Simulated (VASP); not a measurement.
# Tl (Im-3m) in VASP: further runs

The runs below take Tl through equation of state, density of states, phonons, band structure, with optPBE-vdW, vdW-DF, LDA, r2SCAN0.

Everything below comes from runs of VASP 6.6.1. Logs are shortened: lines on timing, memory, paths and dates and some standing lists are left out, and cuts for length are marked.

## 1. The structure

Symmetry: Im-3m, No. 229, cubic system. The conventional cell has a = 3.912 Å, b = 3.912 Å, c = 3.912 Å, α = 90.00°, β = 90.00°, γ = 90.00°. Around Tl (site symmetry m-3m) lie 8 Tl at 3.39 Å.

This isn't the form of Tl at room conditions, which is hcp.

## 2. Equation of state, optPBE-vdW

The input, run.py:

```python
from ase.calculators.vasp import Vasp
from ase.eos import EquationOfState
from ase.io import Trajectory
from ase.io import read
from ase.units import GPa

atoms = read('POSCAR')
calc = Vasp(
    directory='calc',
    xc='optpbe-vdw',
    pp='PBE',
    setups='recommended',
    prec='Accurate',
    encut=520,
    ediff=1e-06,
    ismear=1,
    sigma=0.1,
    lreal=False,
    lasph=True,
    nelm=60,
    algo='Normal',
    isif=2,
    lwave=False,
    lcharg=False,
    kpts=[10, 10, 10],
    gamma=True,
)
atoms.calc = calc
cell = atoms.cell.copy()
volumes, energies = [], []
traj = Trajectory('eos.traj', 'w')
for x in [0.94, 0.96, 0.98, 1.0, 1.02, 1.04, 1.06]:
    atoms.set_cell(cell * x ** (1 / 3), scale_atoms=True)
    volumes.append(atoms.get_volume())
    energies.append(atoms.get_potential_energy())
    traj.write(atoms)
    print(f'{x:5.2f} {volumes[-1]:12.5f} {energies[-1]:14.6f}')

v0, e0, B = EquationOfState(volumes, energies, eos='vinet').fit()
print(f'V0 = {v0:.4f} A^3, E0 = {e0:.6f} eV, B = {B / GPa:.2f} GPa')
```

The input, POSCAR:

```
Tl
1.0
   -1.9559951735      1.9559951735      1.9559951735
    1.9559951735     -1.9559951735      1.9559951735
    1.9559951735      1.9559951735     -1.9559951735
Tl
1
Direct
    0.0000000000      0.0000000000      0.0000000000
```

Potentials or basis: VASP PAW PBE potentials, release 64 (Tl_d).

Run with:

```sh
python run.py
```

The program printed:

```text
<dir> UserWarning: vdW has been enabled, however no location for the vdw_kernel.bindat file has been specified. Set ASE_VASP_VDW environment variable to copy the vdW kernel.
  warnings.warn(
 0.94     28.13787       1.060663
 0.96     28.73655       1.045944
 0.98     29.33522       1.034576
 1.00     29.93390       1.026194
 1.02     30.53258       1.020467
 1.04     31.13126       1.017113
 1.06     31.72994       1.015880
<dir> UserWarning: The minimum volume of your fit is not in your volumes.  You may not have a minimum in your dataset!
  warnings.warn(
V0 = 31.8133 A^3, E0 = 1.015860 eV, B = 26.31 GPa
```

OUTCAR:

```text
ENCUT = 520.000000
   EDIFF = 1.00e-06
   GGA = OR
   PREC = Accurate
   ISIF = 2
   ISMEAR = 1
   NELM = 60
   LASPH = .TRUE.
   LREAL = .FALSE.

 ion  position               nearest neighbor table
   1  0.000  0.000  0.000-

  LATTYP: Found a body centered cubic cell.
 ALAT       =     3.9887155190

  Lattice vectors:

 A1 = (  -1.9943577595,   1.9943577595,   1.9943577595)
 A2 = (   1.9943577595,  -1.9943577595,   1.9943577595)
 A3 = (   1.9943577595,   1.9943577595,  -1.9943577595)

Analysis of symmetry for initial positions (statically):
=====================================================================
 Subroutine PRICEL returns:
 Original cell was already a primitive cell.

 Routine SETGRP: Setting up the symmetry group for a
 body centered cubic supercell.

 Subroutine GETGRP returns: Found 48 space group operations
 (whereof 48 operations were pure point group operations)
 out of a pool of 48 trial point group operations.

The static configuration has the point symmetry O_h .

Analysis of symmetry for dynamics (positions and initial velocities):
=====================================================================
 Subroutine PRICEL returns:
 Original cell was already a primitive cell.

 Routine SETGRP: Setting up the symmetry group for a
 body centered cubic supercell.

 Subroutine GETGRP returns: Found 48 space group operations
 (whereof 48 operations were pure point group operations)
 out of a pool of 48 trial point group operations.

The dynamic configuration has the point symmetry O_h .

 Subroutine INISYM returns: Found 48 space group operations
 (whereof 48 operations are pure point group operations),
 and found     1 'primitive' translations

----------------------------------------------------------------------------------------

                                     Primitive cell

  volume of cell :      31.7299

  direct lattice vectors                    reciprocal lattice vectors
    -1.994357759  1.994357759  1.994357759     0.000000000  0.250707275  0.250707275
     1.994357759 -1.994357759  1.994357759     0.250707275  0.000000000  0.250707275
     1.994357759  1.994357759 -1.994357759     0.250707275  0.250707275  0.000000000

  length of vectors
     3.454328968  3.454328968  3.454328968     0.354553629  0.354553629  0.354553629

  position of ions in fractional coordinates (direct lattice)
     0.000000000  0.000000000  0.000000000

  ion indices of the primitive-cell ions
   primitive index   ion index
                 1           1

----------------------------------------------------------------------------------------

 KPOINTS: KPOINTS created by Atomic Simulation Env

Automatic generation of k-mesh.
 Grid dimensions read from file:
 generate k-points for:   10   10   10

 Generating k-lattice:

  Cartesian coordinates                     Fractional coordinates (reciprocal lattice)
     0.000000000  0.025070728  0.025070728     0.100000000  0.000000000  0.000000000
     0.025070728  0.000000000  0.025070728     0.000000000  0.100000000  0.000000000
     0.025070728  0.025070728  0.000000000     0.000000000  0.000000000  0.100000000

  Length of vectors
     0.035455363  0.035455363  0.035455363

  Shift w.r.t. Gamma in fractional coordinates (k-lattice)
     0.000000000  0.000000000  0.000000000

 Subroutine IBZKPT returns following result:
 ===========================================

 Found     47 irreducible k-points:

 Following reciprocal coordinates:
            Coordinates               Weight
  0.000000  0.000000  0.000000      1.000000
  0.100000  0.000000  0.000000     12.000000
  0.200000  0.000000  0.000000     12.000000
  0.300000  0.000000  0.000000     12.000000
  0.400000  0.000000  0.000000     12.000000
  0.500000  0.000000  0.000000      6.000000
[... 16 lines left out ...]
  0.300000  0.300000  0.100000      8.000000
 -0.300000  0.300000  0.100000     24.000000
 [... further k-points ...]
   k-points           NKPTS =     47   k-points in BZ     NKDIM =     47   number of bands    NBANDS=     10
   number of dos      NEDOS =    301   number of ions     NIONS =      1
   total plane-waves  NPLWV =  21952
   dimension x,y,z NGX =    28 NGY =   28 NGZ =   28
   dimension x,y,z NGXF=    56 NGYF=   56 NGZF=   56
   ions per type =               1
   NGX,Y,Z   is equivalent  to a cutoff of  13.48, 13.48, 13.48 a.u.
   NGXF,Y,Z  is equivalent  to a cutoff of  26.95, 26.95, 26.95 a.u.
 SYSTEM =  unknown system
   PREC   = accura    normal or accurate (medium, high low for compatibility)
   ISTART =      0    job   : 0-new  1-cont  2-samecut
   ICHARG =      2    charge: 1-file 2-atom 10-const
   ISPIN  =      1    spin polarized calculation?
   LNONCOLLINEAR =      F non collinear calculations
   LSORBIT =      F    spin-orbit coupling
   LASPH  =      T    aspherical Exc in radial PAW
   ENCUT  =  520.0 eV  38.22 Ry    6.18 a.u.   6.42  6.42  6.42*2*pi/ulx,y,z
   NELM   =     60;   NELMIN=  2; NELMDL=  0     # of ELM steps
   EDIFF  = 0.1E-05   stopping-criterion for ELM
   LREAL  =      F    real-space projection
   EDIFFG = 0.1E-04   stopping-criterion for IOM
   NSW    =      0    number of steps for IOM
   IBRION =     -1    ionic relax: 0-MD 1-quasi-New 2-CG
   NFREE  =      0    steps in history (QN), initial steepest desc. (CG)
   ISIF   =      2    stress and relaxation
   ISYM   =      2    0-nonsym 1-usesym 2-fastsym
   POTIM  = 0.5000    time-step for ionic-motion
   TEBEG  =    0.0;   TEEND  =   0.0 temperature during run
   PSTRESS=    0.0 pullay stress
   NELECT =      13.0000    total number of electrons
   NUPDOWN=      -1.0000    fix difference up-down
   EMIN   =  10.00;   EMAX   =-10.00  energy-range for DOS
   EFERMI =   0.00;   METHOD = LEGACY
   ISMEAR =     1;   SIGMA  =   0.10  broadening in eV -4-tet -1-fermi 0-gaus
   EFERMI_NEDOS =   21; number of points for ismear=-14 and -15
   IALGO  =     38    algorithm
   IMIX   =      4    mixing-type and parameters
     AMIX     =   0.40;   BMIX     =  1.00
     AMIX_MAG =   1.60;   BMIX_MAG =  1.00
  volume/ion in A,a.u.               =      31.73       214.12
  Fermi-wavevector in a.u.,A,eV,Ry     =   1.215905  2.297727 20.115184  1.478424
  Thomas-Fermi vector in A             =   2.351276
   LORBIT       =      0    0 simple, 1 ext, 2 COOP (PROOUT), +10 PAW based schemes
   GGA     = OR    functional components
   LHFCALC =     F    Hartree Fock is set to
   AEXX    =    0.0000 exact exchange contribution
   IVDW_NL    =     1    kernel type
   BPARAM     = 6.3000
   IVDW    =     0    specifies the selected vdW correction
   LEPSILON=     F    determine dielectric tensor
   LRPA    =     F    only Hartree local field effects (RPA)
 non-spin polarized calculation
 Methfessel and Paxton  Order N= 1 SIGMA  =   0.10
  energy-cutoff  :      520.00
  volume of cell :       31.73
 maximum number of plane-waves:       887
 NGX is ok and might be reduce to    28
   NGX = 13   NGY = 13   NGZ = 13

 number of electron      12.9999997 magnetization

 Free energy of the ion-electron system (eV)
  ---------------------------------------------------
  ext. energy  EPLUGINS =         0.00000000
  ---------------------------------------------------
  free energy    TOTEN  =         1.01580207 eV

  energy without entropy =        1.01603440  energy(sigma->0) =        1.01587952

 E-fermi :   5.5008     XC(G=0):  -9.6328

 val. band max:        5.4226583644   @ k =  -0.4000   0.4000   0.2000
 cond. band min:       5.5137328531   @ k =   0.3000   0.3000   0.1000
 fundamental gap:      0.0910744887
 Fermi energy:         5.5007568209

 k-point     1 :       0.0000    0.0000    0.0000
  band No.  band energies     occupation
      1      -6.0646      2.00000
      2      -6.0646      2.00000
      3      -6.0646      2.00000
      4      -5.7305      2.00000
      5      -5.7305      2.00000
      6      -3.8768      2.00000
      7      15.1258      0.00000
      8      15.1258      0.00000
      9      15.1258      0.00000
     10      17.7678      0.00000

 k-point     2 :       0.1000    0.0000    0.0000
  band No.  band energies     occupation
      1      -6.0778      2.00000
      2      -6.0542      2.00000
      3      -6.0151      2.00000
      4      -5.7446      2.00000
      5      -5.7308      2.00000
      6      -3.6716      2.00000
      7      13.2624      0.00000
      8      14.4620      0.00000
      9      14.7865      0.00000
     10      16.9340      0.00000

 k-point     3 :       0.2000    0.0000    0.0000
  band No.  band energies     occupation
      1      -6.1121      2.00000
      2      -6.0468      2.00000
      3      -5.8825      2.00000
      4      -5.7714      2.00000
      5      -5.7316      2.00000
      6      -3.0449      2.00000
      7      10.1691      0.00000
      8      13.1631      0.00000
      9      13.9489      0.00000
     10      16.0352      0.00000
[... 248 lines left out ...]
 k-point    23 :       0.3000    0.3000    0.1000
  band No.  band energies     occupation
      1      -6.1261      2.00000
      2      -5.8753      2.00000
      3      -5.8753      2.00000
      4      -5.7238      2.00000
      5      -5.7238      2.00000
      6       0.9474      2.00000
      7       5.5137      0.78241
      8       5.5137      0.78241
      9       9.2147      0.00000
     10      20.8928      0.00000

 k-point    24 :      -0.3000    0.3000    0.1000
  band No.  band energies     occupation
      1      -6.1013      2.00000
      2      -6.0423      2.00000
      3      -5.8208      2.00000
      4      -5.7495      2.00000
      5      -5.7191      2.00000
      6      -1.8047      2.00000
      7       7.3393     -0.00000
      8      11.2978      0.00000
      9      12.2021      0.00000
     10      16.0338      0.00000

 [... further k-points ...]

------------------------ aborting loop because EDIFF is reached ----------------------------------------

  FORCE on cell =-STRESS in cart. coord.  units (eV):
  Direction    XX          YY          ZZ          XY          YZ          ZX
  --------------------------------------------------------------------------------------
  -------------------------------------------------------------------------------------
  Total       -0.0046497     -0.0046497     -0.0046497      0.0000000      0.0000000     -0.0000000
  in kB       -0.2347815     -0.2347815     -0.2347815      0.0000000      0.0000000     -0.0000000
  external PRESSURE =      -0.2347815 kB  Pullay stress =       0.0000000 kB

 VOLUME and BASIS-vectors are now :
 -----------------------------------------------------------------------------
  energy-cutoff  :      520.00
  volume of cell :       31.73
      direct lattice vectors                 reciprocal lattice vectors
    -1.994357759  1.994357759  1.994357759     0.000000000  0.250707275  0.250707275
     1.994357759 -1.994357759  1.994357759     0.250707275  0.000000000  0.250707275
     1.994357759  1.994357759 -1.994357759     0.250707275  0.250707275  0.000000000

 POSITION                                       TOTAL-FORCE (eV/Angst)
 -----------------------------------------------------------------------------------
      0.00000      0.00000      0.00000         0.000000      0.000000     -0.000000
 -----------------------------------------------------------------------------------
    total drift:                               -0.000000     -0.000000     -0.000000

  FREE ENERGIE OF THE ION-ELECTRON SYSTEM (eV)
  ---------------------------------------------------
  free  energy   TOTEN  =         1.0158020733 eV

  energy  without entropy=        1.0160344001  energy(sigma->0) =        1.01587952

Total vdW correction in eV:      2.4492548
```

INCAR:

```text
AGGAC = 0.000000
ENCUT = 520.000000
SIGMA = 0.100000
EDIFF = 1.00e-06
ALGO = Normal
GGA = OR
PREC = Accurate
ISIF = 2
ISMEAR = 1
NELM = 60
LASPH = .TRUE.
LCHARG = .FALSE.
LUSE_VDW = .TRUE.
LWAVE = .FALSE.
LREAL = .FALSE.
```

It took 4 min on 1 thread of Intel Xeon Platinum 8488C (Sapphire Rapids), shared host; peak memory 0.33 GiB.

Results:

- Equilibrium volume: 31.81 Å³/atom (rough: see the caveat)
- Bulk modulus: 26 GPa (rough)

Energy against volume, from the lowest point:
```csv
volume (Å³/atom),energy (meV/atom)
28.138,44.78
28.737,30.06
29.335,18.70
29.934,10.31
30.533,4.59
31.131,1.23
31.730,0.00
```

Caveat: the minimum lies outside the volumes run; the PAW data sets were made with another functional, which shifts forces and pressure a little.

(Continued in part 2 of 2.)
